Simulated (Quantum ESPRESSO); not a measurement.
# MgO (Fm-3m) in Quantum ESPRESSO: further runs, part 3 of 3

Quantum ESPRESSO 7.5. Earlier steps stand in the parts before.

### Step 5. Dielectric tensor, WC

pw.in

```
&CONTROL
  calculation = 'scf'
  prefix = 'pwscf'
  outdir = './tmp'
  pseudo_dir = './pseudo'
  tprnfor = .true.
  tstress = .true.
  disk_io = 'low'
/
&SYSTEM
  ibrav = 0
  nat = 2
  ntyp = 2
  ecutwfc = 84
  nbnd = 14
  input_dft = 'wc'
  occupations = 'smearing'
  smearing = 'fd'
  degauss = 0.00367493
/
&ELECTRONS
  conv_thr = 4d-10
  electron_maxstep = 120
  mixing_beta = 0.5
/
ATOMIC_SPECIES
Mg    24.3050 Mg.upf
O     15.9990 O.upf
CELL_PARAMETERS angstrom
   0.0000000000    2.0970013927    2.0970013927
   2.0970013927    0.0000000000    2.0970013927
   2.0970013927    2.0970013927    0.0000000000
ATOMIC_POSITIONS crystal
Mg     0.0000000000    0.0000000000    0.0000000000
O      0.5000000000    0.5000000000    0.5000000000
K_POINTS automatic
8 8 8 1 1 1
```

scf2.in

```
&CONTROL
  calculation = 'scf'
  prefix = 'pwscf'
  outdir = './tmp'
  pseudo_dir = './pseudo'
  tprnfor = .true.
  tstress = .true.
  disk_io = 'low'
/
&SYSTEM
  ibrav = 0
  nat = 2
  ntyp = 2
  ecutwfc = 84
  nbnd = 14
  input_dft = 'wc'
  occupations = 'fixed'
/
&ELECTRONS
  conv_thr = 1d-13
  electron_maxstep = 120
  mixing_beta = 0.5
  startingpot = 'file'
  startingwfc = 'file'
/
ATOMIC_SPECIES
Mg    24.3050 Mg.upf
O     15.9990 O.upf
CELL_PARAMETERS angstrom
   0.0000000000    2.0970013927    2.0970013927
   2.0970013927    0.0000000000    2.0970013927
   2.0970013927    2.0970013927    0.0000000000
ATOMIC_POSITIONS crystal
Mg     0.0000000000    0.0000000000    0.0000000000
O      0.5000000000    0.5000000000    0.5000000000
K_POINTS automatic
8 8 8 1 1 1
```

ph.in

```
dielectric of MgO
&INPUTPH
  prefix = 'pwscf'
  outdir = './tmp'
  tr2_ph = 1d-18
  fildyn = 'dyn'
  niter_ph = 90
  alpha_mix(1) = 0.7
  epsil = .true.
  trans = .false.
  zeu = .true.
/
0.0000000000 0.0000000000 0.0000000000
```

Potentials or basis: PseudoDojo 0.4.1 SR PBE standard.

The run is started by

```sh
$ OMP_NUM_THREADS=1 pw.x -in pw.in > pw.out
$ OMP_NUM_THREADS=1 pw.x -in scf2.in > scf2.out
$ OMP_NUM_THREADS=1 ph.x -in ph.in > ph.out
```

pw.out:

```text
This program is part of the open-source Quantum ESPRESSO suite
     for quantum simulation of materials; please cite
         "P. Giannozzi et al., J. Phys.:Condens. Matter 21 395502 (2009);
         "P. Giannozzi et al., J. Phys.:Condens. Matter 29 465901 (2017);
         "P. Giannozzi et al., J. Chem. Phys. 152 154105 (2020);
     in publications or presentations arising from this work. More details at

     IMPORTANT: XC functional enforced from input :
     Exchange-correlation= WC
                           (   1   4  11   4   0   0   0)
     Any further DFT definition will be discarded
     Please, verify this is what you really want

     Message from routine setup:
     using ibrav=0 with symmetry is DISCOURAGED, use correct ibrav instead

     G-vector sticks info
     --------------------
     sticks:   dense  smooth     PW     G-vecs:    dense   smooth      PW
     Sum         733     733    235                12939    12939    2277

     Using Slab Decomposition

     bravais-lattice index     =            0
     lattice parameter (alat)  =       5.6042  a.u.
     unit-cell volume          =     124.4580 (a.u.)^3
     number of atoms/cell      =            2
     number of atomic types    =            2
     number of electrons       =        16.00
     number of Kohn-Sham states=           14
     kinetic-energy cutoff     =      84.0000  Ry
     charge density cutoff     =     336.0000  Ry
     scf convergence threshold =      4.0E-10
     mixing beta               =       0.5000
     number of iterations used =            8  plain     mixing
[... 56 lines left out ...]
        k(    6) = (  -0.2209709  -0.2209709   0.3093592), wk =   0.0234375
[... 52 lines left out ...]
        k(   59) = (   0.3093592   0.3093592   0.3093592), wk =   0.0078125
        k(   60) = (  -0.3093592  -0.3093592   0.9280777), wk =   0.0234375

     Dense  grid:    12939 G-vectors     FFT dimensions: (  36,  36,  36)

     Initial potential from superposition of free atoms

     starting charge      15.9992, renormalised to      16.0000
     Starting wfcs are    9 randomized atomic wfcs +    5 random wfcs

     Self-consistent Calculation

     iteration #  1     ecut=    84.00 Ry     beta= 0.50
     Davidson diagonalization with overlap
     ethr =  1.00E-02,  avg # of iterations =  5.2

     total energy              =    -151.79858716 Ry
     estimated scf accuracy    <       0.34551404 Ry
[... 50 lines left out ...]
     iteration #  9     ecut=    84.00 Ry     beta= 0.50
     Davidson diagonalization with overlap
     ethr =  3.93E-12,  avg # of iterations =  1.3

     End of self-consistent calculation

          k = 0.0442 0.0442 0.0442 (  1633 PWs)   bands (ev):

   -63.9856 -30.6985 -30.6953 -30.6953  -9.1286   7.8140   8.0672   8.0672
    13.1371  23.3371  24.0782  24.0782  28.5531  29.4721
[... 293 lines left out ...]
   -63.9760 -30.7821 -30.7136 -30.7062  -7.7526   3.6228   6.8589   7.3548
    16.6741  20.6121  23.0203  24.8588  29.5592  30.6903

     the Fermi energy is    10.3707 ev

!    total energy              =    -151.90159662 Ry
     estimated scf accuracy    <          1.4E-11 Ry
     smearing contrib. (-TS)   =       0.00000000 Ry
     internal energy E=F+TS    =    -151.90159662 Ry

     The total energy is F=E-TS. E is the sum of the following terms:
     one-electron contribution =     -73.64281222 Ry
     hartree contribution      =      41.19239647 Ry
     xc contribution           =     -24.27641518 Ry
     ewald contribution        =     -95.17476569 Ry

     convergence has been achieved in   9 iterations

     Forces acting on atoms (cartesian axes, Ry/au):

     atom    1 type  1   force =     0.00000000   -0.00000000    0.00000000
     atom    2 type  2   force =    -0.00000000    0.00000000   -0.00000000

     Total force =     0.000000     Total SCF correction =     0.000000

     Computing stress (Cartesian axis) and pressure

          total   stress  (Ry/bohr**3)                   (kbar)     P=       31.27
   0.00021257  -0.00000000  -0.00000000           31.27       -0.00       -0.00
  -0.00000000   0.00021257  -0.00000000           -0.00       31.27       -0.00
  -0.00000000  -0.00000000   0.00021257           -0.00       -0.00       31.27

=------------------------------------------------------------------------------=
   JOB DONE.
=------------------------------------------------------------------------------=
```

scf2.out:

```text
This program is part of the open-source Quantum ESPRESSO suite
     for quantum simulation of materials; please cite
         "P. Giannozzi et al., J. Phys.:Condens. Matter 21 395502 (2009);
         "P. Giannozzi et al., J. Phys.:Condens. Matter 29 465901 (2017);
         "P. Giannozzi et al., J. Chem. Phys. 152 154105 (2020);
[... 500 lines left out ...]
  -0.00000000   0.00021266   0.00000000           -0.00       31.28        0.00
  -0.00000000   0.00000000   0.00021266           -0.00        0.00       31.28

=------------------------------------------------------------------------------=
   JOB DONE.
=------------------------------------------------------------------------------=
```

ph.out:

```text
This program is part of the open-source Quantum ESPRESSO suite
     for quantum simulation of materials; please cite
         "P. Giannozzi et al., J. Phys.:Condens. Matter 21 395502 (2009);
         "P. Giannozzi et al., J. Phys.:Condens. Matter 29 465901 (2017);
         "P. Giannozzi et al., J. Chem. Phys. 152 154105 (2020);
     in publications or presentations arising from this work. More details at

     IMPORTANT: XC functional enforced from input :
[... 213 lines left out ...]
      E*z (       -0.00000       -0.00000       -1.97919 )

     INITIALIZATION:

     DIELECTRIC CONSTANT AND EFFECTIVE CHARGES:

      Additional routines

=------------------------------------------------------------------------------=
   JOB DONE.
=------------------------------------------------------------------------------=
```

Wall time 3.1 min (1 thread of Arm Neoverse V1, shared host); peak memory 0.06 GiB.

What came out:

| Property | Result |
| --- | --- |
| Free energy | -2066.7265 eV |
| Pressure | 3.1 GPa |
| Electronic dielectric tensor (diagonal) | 3.21 |
| Born charges (mean of the diagonal) | Mg +1.98; O -1.98 e |

Levels at points of the mesh, in eV from the valence-band top:
| k point | band 4 | band 5 | band 6 | band 7 | band 8 | band 9 | band 10 | band 11 | band 12 | band 13 |
| --- | --- | --- | --- | --- | --- | --- | --- | --- | --- | --- |
| (0.06, 0.06, 0.06) | -38.76 | -17.20 | -0.25 | 0.00 | 0.00 | 5.07 | 15.27 | 16.01 | 16.01 | 20.49 |

Electronic dielectric tensor:
```
3.21 0.00 0.00
0.00 3.21 0.00
0.00 0.00 3.21
```

Born effective charge tensors (e):
atom 1, Mg
```
1.98 0.00 0.00
0.00 1.98 0.00
0.00 0.00 1.98
```
atom 2, O
```
-1.98  0.00  0.00
 0.00 -1.98  0.00
 0.00  0.00 -1.98
```

Caveat: the potentials were made for another functional, which shifts forces and pressure; the cell is more than 3 GPa from zero pressure, which shifts response properties.

### Step 6. Dielectric tensor, BLYP

Changes to pw.in since step 5:

```diff
@@ -15,3 +15,3 @@
   nbnd = 14
-  input_dft = 'wc'
+  input_dft = 'blyp'
   occupations = 'smearing'
```

Changes to scf2.in since step 5:

```diff
@@ -15,3 +15,3 @@
   nbnd = 14
-  input_dft = 'wc'
+  input_dft = 'blyp'
   occupations = 'fixed'
```

ph.in is that of step 5.

Potentials or basis: PseudoDojo 0.4.1 SR PBE standard.

The run is started by

```sh
$ OMP_NUM_THREADS=1 pw.x -in pw.in > pw.out
$ OMP_NUM_THREADS=1 pw.x -in scf2.in > scf2.out
$ OMP_NUM_THREADS=1 ph.x -in ph.in > ph.out
```

pw.out:

```text
This program is part of the open-source Quantum ESPRESSO suite
     for quantum simulation of materials; please cite
         "P. Giannozzi et al., J. Phys.:Condens. Matter 21 395502 (2009);
         "P. Giannozzi et al., J. Phys.:Condens. Matter 29 465901 (2017);
         "P. Giannozzi et al., J. Chem. Phys. 152 154105 (2020);
     in publications or presentations arising from this work. More details at

     IMPORTANT: XC functional enforced from input :
     Exchange-correlation= BLYP
                           (   1   3   1   3   0   0   0)
     Any further DFT definition will be discarded
     Please, verify this is what you really want

     Message from routine setup:
     using ibrav=0 with symmetry is DISCOURAGED, use correct ibrav instead

     G-vector sticks info
     --------------------
     sticks:   dense  smooth     PW     G-vecs:    dense   smooth      PW
     Sum         733     733    235                12939    12939    2277

     Using Slab Decomposition

     bravais-lattice index     =            0
     lattice parameter (alat)  =       5.6042  a.u.
     unit-cell volume          =     124.4580 (a.u.)^3
     number of atoms/cell      =            2
     number of atomic types    =            2
     number of electrons       =        16.00
     number of Kohn-Sham states=           14
     kinetic-energy cutoff     =      84.0000  Ry
     charge density cutoff     =     336.0000  Ry
     scf convergence threshold =      4.0E-10
     mixing beta               =       0.5000
     number of iterations used =            8  plain     mixing
     Exchange-correlation= BLYP
                           (   1   3   1   3   0   0   0)

     celldm(1)=   5.604187  celldm(2)=   0.000000  celldm(3)=   0.000000
     celldm(4)=   0.000000  celldm(5)=   0.000000  celldm(6)=   0.000000

     crystal axes: (cart. coord. in units of alat)
               a(1) = (   0.000000   0.707107   0.707107 )
               a(2) = (   0.707107   0.000000   0.707107 )
               a(3) = (   0.707107   0.707107   0.000000 )

     reciprocal axes: (cart. coord. in units 2 pi/alat)
               b(1) = ( -0.707107  0.707107  0.707107 )
               b(2) = (  0.707107 -0.707107  0.707107 )
               b(3) = (  0.707107  0.707107 -0.707107 )

     PseudoPot. # 1 for Mg read from file:
     Mg.upf
     Pseudo is Norm-conserving, Zval = 10.0
     Generated using ONCVPSP code by D. R. Hamann
     Using radial grid of 1510 points,  4 beta functions with:
                l(1) =   0
                l(2) =   0
                l(3) =   1
                l(4) =   1

     PseudoPot. # 2 for O  read from file:
     O.upf
     Pseudo is Norm-conserving + core correction, Zval =  6.0
     Generated using ONCVPSP code by D. R. Hamann
     Using radial grid of  936 points,  5 beta functions with:
                l(1) =   0
                l(2) =   0
                l(3) =   1
                l(4) =   1
                l(5) =   2

     atomic species   valence    mass     pseudopotential
     Mg               10.00    24.30500     Mg( 1.00)
     O                 6.00    15.99900     O ( 1.00)

     48 Sym. Ops., with inversion, found

   Cartesian axes

     site n.     atom                  positions (alat units)
         1        Mg     tau(   1) = (   0.0000000   0.0000000   0.0000000  )
         2        O      tau(   2) = (   0.7071068   0.7071068   0.7071068  )

     number of k points=    60  Fermi-Dirac smearing, width (Ry)=  0.0037
                       cart. coord. in units 2pi/alat
        k(    1) = (   0.0441942   0.0441942   0.0441942), wk =   0.0078125
        k(    2) = (   0.1325825   0.1325825  -0.0441942), wk =   0.0234375
        k(    3) = (   0.2209709   0.2209709  -0.1325825), wk =   0.0234375
        k(    4) = (   0.3093592   0.3093592  -0.2209709), wk =   0.0234375
        k(    5) = (  -0.3093592  -0.3093592   0.3977476), wk =   0.0234375
        k(    6) = (  -0.2209709  -0.2209709   0.3093592), wk =   0.0234375
[... 52 lines left out ...]
        k(   59) = (   0.3093592   0.3093592   0.3093592), wk =   0.0078125
        k(   60) = (  -0.3093592  -0.3093592   0.9280777), wk =   0.0234375

     Dense  grid:    12939 G-vectors     FFT dimensions: (  36,  36,  36)

     Initial potential from superposition of free atoms

     starting charge      15.9992, renormalised to      16.0000
     Starting wfcs are    9 randomized atomic wfcs +    5 random wfcs

     Self-consistent Calculation

     iteration #  1     ecut=    84.00 Ry     beta= 0.50
     Davidson diagonalization with overlap
     ethr =  1.00E-02,  avg # of iterations =  5.4

     total energy              =    -151.89746718 Ry
     estimated scf accuracy    <       0.43228458 Ry

     iteration #  2     ecut=    84.00 Ry     beta= 0.50
     Davidson diagonalization with overlap
     ethr =  2.70E-03,  avg # of iterations =  2.1
[... 43 lines left out ...]
     total energy              =    -152.02923089 Ry
     estimated scf accuracy    <          3.2E-09 Ry

     iteration #  9     ecut=    84.00 Ry     beta= 0.50
     Davidson diagonalization with overlap
     ethr =  2.03E-11,  avg # of iterations =  2.0

     End of self-consistent calculation

          k = 0.0442 0.0442 0.0442 (  1633 PWs)   bands (ev):

   -63.9339 -30.7909 -30.7879 -30.7879  -8.6198   8.2944   8.5314   8.5314
    13.9479  24.1799  24.8496  24.8496  29.8141  30.0491

          k = 0.1326 0.1326-0.0442 (  1602 PWs)   bands (ev):

   -63.9322 -30.8062 -30.7920 -30.7885  -8.4000   7.2754   8.2947   8.4427
    14.9888  22.5996  25.1584  25.3506  28.4857  29.7172
[... 283 lines left out ...]
   -63.9255 -30.8720 -30.7961 -30.7961  -7.3931   4.1353   7.9341   7.9341
    16.8679  21.4537  25.1699  25.1699  30.0029  31.2440

          k =-0.3094-0.3094 0.9281 (  1614 PWs)   bands (ev):

   -63.9246 -30.8699 -30.8052 -30.7983  -7.2870   4.2246   7.3677   7.8353
    17.5792  21.3801  23.6812  25.5024  30.3080  31.4410

     the Fermi energy is    10.9486 ev

!    total energy              =    -152.02923089 Ry
     estimated scf accuracy    <          9.5E-11 Ry
     smearing contrib. (-TS)   =       0.00000000 Ry
     internal energy E=F+TS    =    -152.02923089 Ry

     The total energy is F=E-TS. E is the sum of the following terms:
     one-electron contribution =     -73.76539136 Ry
     hartree contribution      =      41.36677177 Ry
     xc contribution           =     -24.45584562 Ry
     ewald contribution        =     -95.17476569 Ry

     convergence has been achieved in   9 iterations

     Forces acting on atoms (cartesian axes, Ry/au):

     atom    1 type  1   force =     0.00000000    0.00000000    0.00000000
     atom    2 type  2   force =     0.00000000    0.00000000    0.00000000

     Total force =     0.000000     Total SCF correction =     0.000000

     Computing stress (Cartesian axis) and pressure

          total   stress  (Ry/bohr**3)                   (kbar)     P=       96.22
   0.00065411  -0.00000000  -0.00000000           96.22       -0.00       -0.00
  -0.00000000   0.00065411   0.00000000           -0.00       96.22        0.00
  -0.00000000   0.00000000   0.00065411           -0.00        0.00       96.22

=------------------------------------------------------------------------------=
   JOB DONE.
=------------------------------------------------------------------------------=
```

scf2.out:

```text
This program is part of the open-source Quantum ESPRESSO suite
     for quantum simulation of materials; please cite
         "P. Giannozzi et al., J. Phys.:Condens. Matter 21 395502 (2009);
         "P. Giannozzi et al., J. Phys.:Condens. Matter 29 465901 (2017);
         "P. Giannozzi et al., J. Chem. Phys. 152 154105 (2020);
[... 500 lines left out ...]
   0.00000000   0.00065412   0.00000000            0.00       96.22        0.00
   0.00000000   0.00000000   0.00065412            0.00        0.00       96.22

=------------------------------------------------------------------------------=
   JOB DONE.
=------------------------------------------------------------------------------=
```

ph.out:

```text
This program is part of the open-source Quantum ESPRESSO suite
     for quantum simulation of materials; please cite
         "P. Giannozzi et al., J. Phys.:Condens. Matter 21 395502 (2009);
         "P. Giannozzi et al., J. Phys.:Condens. Matter 29 465901 (2017);
         "P. Giannozzi et al., J. Chem. Phys. 152 154105 (2020);
     in publications or presentations arising from this work. More details at

     IMPORTANT: XC functional enforced from input :
[... 216 lines left out ...]
      E*z (       -0.00000       -0.00000       -1.99041 )

     INITIALIZATION:

     DIELECTRIC CONSTANT AND EFFECTIVE CHARGES:

      Additional routines

=------------------------------------------------------------------------------=
   JOB DONE.
=------------------------------------------------------------------------------=
```

It took 3.3 min on 1 thread of Arm Neoverse V1, shared host; peak memory 0.06 GiB.

What came out:

```
Free energy                             : -2068.4631 eV
Pressure                                : 9.6 GPa
Electronic dielectric tensor (diagonal) : 3.09
Born charges (mean of the diagonal)     : Mg +1.99; O -1.99 e
```

Levels at points of the mesh, in eV from the valence-band top:
| k point | band 6 | band 7 | band 8 | band 9 | band 10 | band 11 |
| --- | --- | --- | --- | --- | --- | --- |
| (0.06, 0.06, 0.06) | -0.24 | 0.00 | 0.00 | 5.42 | 15.65 | 16.32 |

Electronic dielectric tensor:
```
3.09 0.00 0.00
0.00 3.09 0.00
0.00 0.00 3.09
```

Born effective charge tensors (e):
atom 1, Mg
```
1.99 0.00 0.00
0.00 1.99 0.00
0.00 0.00 1.99
```
atom 2, O
```
-1.99  0.00  0.00
 0.00 -1.99  0.00
 0.00  0.00 -1.99
```

Caveat: the potentials were made for another functional, which shifts forces and pressure; the cell is more than 3 GPa from zero pressure, which shifts response properties.

### Step 7. Overview

| level | potentials or basis | form of the LDA correlation | pressure (GPa) |
| --- | --- | --- | --- |
| LDA | PseudoDojo 0.4.1 SR LDA standard | PW92 | -4.0 |
| PBE | PseudoDojo 0.4.1 SR PBE standard | - | 6.7 |
| PBEsol | PseudoDojo 0.4.1 SR PBEsol standard | - | 2.3 |
| WC | PseudoDojo 0.4.1 SR PBE standard | - | 3.1 |
| BLYP | PseudoDojo 0.4.1 SR PBE standard | - | 9.6 |

Alike in all rows: task dielectric tensor; no spin polarisation; cell as given; k mesh 8 × 8 × 8, shifted; cutoff (eV) 1143; smearing fermi-dirac 0.05 eV.

Caveats: the cell is more than 3 GPa from zero pressure, which shifts response properties (some runs); the potentials were made for another functional, which shifts forces and pressure (some runs).

Absolute energies hang on the potentials; compare differences alone.

### Step 8. Against experiment

Step 2. Measured high-frequency dielectric constant of MgO: 2.95 (295 K; “Infrared Optical Properties of Ferropericlase (Mg1-xFexO): Experiment and Theory”, 2007, arxiv:0704.2267). This calculation gives 3.20 (+8.4 %).

Step 3. A measured high-frequency dielectric constant of MgO is 2.95 (295 K; “Infrared Optical Properties of Ferropericlase (Mg1-xFexO): Experiment and Theory”, 2007, arxiv:0704.2267); the calculated 3.18 misses it by +7.8 %.

Step 4. Against the measured high-frequency dielectric constant of MgO, 2.95 (295 K; “Infrared Optical Properties of Ferropericlase (Mg1-xFexO): Experiment and Theory”, 2007, arxiv:0704.2267), the calculated 3.22 is off by +9.1 %.

Step 5. A measured high-frequency dielectric constant of MgO is 2.95 (295 K; “Infrared Optical Properties of Ferropericlase (Mg1-xFexO): Experiment and Theory”, 2007, arxiv:0704.2267); the calculated 3.21 misses it by +9.0 %.

Step 6. Against the measured high-frequency dielectric constant of MgO, 2.95 (295 K; “Infrared Optical Properties of Ferropericlase (Mg1-xFexO): Experiment and Theory”, 2007, arxiv:0704.2267), the calculated 3.09 is off by +4.6 %.
